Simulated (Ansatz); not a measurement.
# BaTe (rocksalt type): from bands to localised orbitals

Where do the localised orbitals of BaTe (rocksalt type) sit, how far are they spread, and how do the settings change that? Plan: PBE, anion s p, 4×4×4; PBE, anion s p, 6×6×6; PBE, anion p, 4×4×4; PBE, cation s and anion p, disentangled, 4×4×4; r2SCAN, anion s p, 4×4×4; r2SCAN, anion p, 4×4×4; r2SCAN, cation s and anion p, disentangled, 4×4×4; HSE06, anion s p, 4×4×4; HSE06, anion p, 4×4×4 (level, trial orbitals, Wannier mesh).

Computed with Ansatz 0.2.0 (plane waves, PAW, unless a step's input says otherwise).

3 further runs of the same task are left out: 3 that didn't finish.

### 1 The structure to begin with

It takes space group Fm-3m (No. 225, cubic). The conventional cell has a = 7.065 Å, b = 7.065 Å, c = 7.065 Å, α = 90.00°, β = 90.00°, γ = 90.00°. Ba (site symmetry m-3m) is surrounded by 6 Te at 3.53 Å. Te (site symmetry m-3m) has 6 Ba at 3.53 Å as nearest neighbours.

Structure file:

```cif
data_structure
_symmetry_space_group_name_H-M 'Fm-3m'
_symmetry_Int_Tables_number 225
_cell_length_a 7.0648
_cell_length_b 7.0648
_cell_length_c 7.0648
_cell_angle_alpha 90.000
_cell_angle_beta 90.000
_cell_angle_gamma 90.000
_cell_volume 352.61
loop_
_atom_site_label
_atom_site_type_symbol
_atom_site_symmetry_multiplicity
_atom_site_Wyckoff_symbol
_atom_site_fract_x
_atom_site_fract_y
_atom_site_fract_z
_atom_site_occupancy
Ba1 Ba 4 a 0.00000 0.00000 0.00000 1
Te1 Te 4 b 0.50000 0.00000 0.00000 1
```

The cell was relaxed beforehand with r2SCAN; those runs aren't shown. No run includes spin-orbit coupling, which matters for Ba, Te.

### 2 PBE, anion s p, 4×4×4

input.yaml

```yaml
crystal:
  lattice:
    - [0.0, 3.5323868345, 3.5323868345]
    - [3.5323868345, 0.0, 3.5323868345]
    - [3.5323868345, 3.5323868345, 0.0]
  atoms:
    - { symbol: Ba, position: [0.0, 0.0, 0.0] }
    - { symbol: Te, position: [0.5, 0.5, 0.5] }
kpoints:
  mp_grid: { grid: [6, 6, 6] }
  band_path:
    path:
      - [[0.0, 0.0, 0.0], [0.5, 0.0, 0.5], [0.625, 0.25, 0.625]]
      - [[0.375, 0.375, 0.75], [0.0, 0.0, 0.0], [0.5, 0.5, 0.5], [0.5, 0.25, 0.75], [0.5, 0.0, 0.5]]
    npoints: 10
hamiltonian:
  xc: pbe
scf:
  occupations: { method: fixed }
  n_extra_bands: 6
output:
  forces: false
  stress: false
  eigenvalues: true
  wannier:
    kmesh: [4, 4, 4]
    projections: [{ species: Te, l: s, shell: 5 }, { species: Te, l: p, shell: 5 }]
    minimise: true
    write_hr: true
    conv_tol: 1.0e-08
    max_iter: 3000
```

Run with:

```sh
> ansatz run input.yaml --threads 4 --pin off --max-ram 3686MiB --backend cpu --events-out ev --progress --plain --runs-dir out
```

After this run come: PBE, anion s p, 6×6×6; PBE, anion p, 4×4×4; PBE, cation s and anion p, disentangled, 4×4×4; r2SCAN, anion s p, 4×4×4; r2SCAN, anion p, 4×4×4; r2SCAN, cation s and anion p, disentangled, 4×4×4; HSE06, anion s p, 4×4×4; HSE06, anion p, 4×4×4.

**Question.** What will the summary of the whole plan be? Wanted: total spread, PBE, anion s p, 4×4×4; total spread, PBE, anion s p, 6×6×6; total spread, PBE, anion p, 4×4×4; total spread, PBE, cation s and anion p, disentangled, 4×4×4; total spread, r2SCAN, anion s p, 4×4×4; total spread, r2SCAN, anion p, 4×4×4; total spread, r2SCAN, cation s and anion p, disentangled, 4×4×4; total spread, HSE06, anion s p, 4×4×4; total spread, HSE06, anion p, 4×4×4.

**Answer**, as computed:

| quantity | value |
| --- | --- |
| total spread, PBE, anion s p, 4×4×4 | 10.66 Å² over 4 functions |
| total spread, PBE, anion s p, 6×6×6 | 11.41 Å² over 4 functions |
| total spread, PBE, anion p, 4×4×4 | 9.87 Å² over 3 functions |
| total spread, PBE, cation s and anion p, disentangled, 4×4×4 | 16.00 Å² over 4 functions |
| total spread, r2SCAN, anion s p, 4×4×4 | 10.34 Å² over 4 functions |
| total spread, r2SCAN, anion p, 4×4×4 | 9.54 Å² over 3 functions |
| total spread, r2SCAN, cation s and anion p, disentangled, 4×4×4 | 15.61 Å² over 4 functions |
| total spread, HSE06, anion s p, 4×4×4 | 10.43 Å² over 4 functions |
| total spread, HSE06, anion p, 4×4×4 | 9.54 Å² over 3 functions |
| centres of the first set | 0.65 Å from the nearest atom |

In words: With PBE, anion s p, 4×4×4 the 4 functions move off the atoms, with a mean spread of 2.66 Å²; 86 % of the total is gauge invariant. The total spread goes from 10.66 Å² on 4×4×4 to 11.41 Å² on 6×6×6: finite differences in k understate it on coarse meshes, while the largest miss of a band goes from 0.09 to 0.02 eV. On one set and mesh the functional gives 10.66 (PBE), 10.34 (r2SCAN), 10.43 (HSE06) Å². The disentangled models miss some band by up to 0.9 eV, which may lie outside their frozen windows.
